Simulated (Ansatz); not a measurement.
Li₂S (started from an entry of an open crystallographic database), relaxed with r2SCAN: it is cubic, Fm-3m (No. 225); a = 5.691 Å in the conventional setting, 15.36 Å³ an atom. Li has 4 S at 2.46 Å; S has 8 Li at 2.46 Å. One-shot G0W0@PBE in the plane-wave code Ansatz on a 4×4×4 mesh (contour deformation, no spin-orbit coupling), from a PBE gap of 3.385 eV over the mesh points (the G0W0 gap is indirect on the mesh); the number N of bands summed and the screening cutoff rise together. (Simulation; spin polarisation is off.)

```csv
N,cutoff (eV),1000/N,G0W0 gap (eV)
80,80,12.500,4.799
179,140,5.587,4.975
```

Question: Lay a straight line in 1000/N through these rows.

Answer: The slope is -0.0255 eV per unit of 1000/N and the intercept 5.117 eV.

Question: Predict the gap at N = 324 (210 eV).

Answer: 5.117 + (-0.0255) × 3.086 = 5.038 eV; the run gives 5.064 eV, +0.026 eV from the line.

Question: With that run's result added, what limit do the last two rows suggest?

Answer: Their slope is (5.064 − 4.975)/(3.086 − 5.587) = -0.0356, which meets 1/N = 0 at 5.17 eV, against 5.117 eV from the first line. The slope steepens, so 1/N isn't yet asymptotic and the true limit probably lies higher still; the k mesh isn't extrapolated.
